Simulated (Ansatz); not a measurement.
# CdS: relaxed-ion elastic tensor

Theory: Ansatz 0.2.0, DFT PBE, scalar-relativistic, plane waves, PAW. Plane waves to 420 eV; Γ-centred k mesh 6×6×4; fixed occupations. No spin polarisation.

Relaxed structure:
```xyz
4
Lattice="4.1972 0.0000 0.0000 -2.0986 3.6349 0.0000 0.0000 0.0000 6.8266" Properties=species:S:1:pos:R:3 pbc="T T T"
Cd    2.0986    1.2116    1.2852
Cd    0.0000    2.4233    4.6985
S     2.0986    1.2116    5.5404
S     0.0000    2.4233    2.1271
```

The cell has the wurtzite type, in a space group that the Crystallography Open Database lists for this formula; it was reached from a generator's guess.

(1) Give the relaxed-ion elastic constants (GPa, Voigt order xx yy zz yz xz xy, on the Cartesian axes of the cell above).

(2) Is the crystal stable against homogeneous strain?

(3) And the moduli of a polycrystal (Hill averages)?

## Answers

(1)
```
77.9 44.4 37.2  0.0  0.0  0.0
44.4 77.9 37.2  0.0  0.0  0.0
37.2 37.2 85.8  0.0  0.0  0.0
 0.0  0.0  0.0 15.0  0.0  0.0
 0.0  0.0  0.0  0.0 15.0  0.0
 0.0  0.0  0.0  0.0  0.0 16.8
```

(2) Yes: the least eigenvalue of the tensor is 15.0 GPa.

(3) B = 53 GPa, G = 17 GPa, E = 47 GPa, ν = 0.35.
